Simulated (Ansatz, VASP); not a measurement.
One calculation of Cs, two programs

```
Cs
1.0
    -2.88408    2.88408    2.88408
     2.88408   -2.88408    2.88408
     2.88408    2.88408   -2.88408
Cs
1
Cartesian
  0.0000 0.0000 0.0000
```

Alike in both runs: task single point; functional LDA; k mesh 8 × 8 × 8; occupations methfessel-paxton of order 1, width 0.1 eV; no spin polarisation.

```csv
,VASP,Ansatz
version,VASP 6.6.1,Ansatz 0.2.0
potentials or method,"VASP PAW LDA potentials, release 64 (Cs_sv)","plane waves (420 eV) with PAW, scalar-relativistic"
plane-wave cutoff (eV),520,420
valence electrons in the cell,9,9
```

```tsv
	VASP	Ansatz	Ansatz less VASP
pressure (GPa)	0.0	0.0	+0.01
```

Ansatz warned: «pseudo_functional_mismatch».

Spin-orbit coupling is left out, which matters for the levels of Cs.
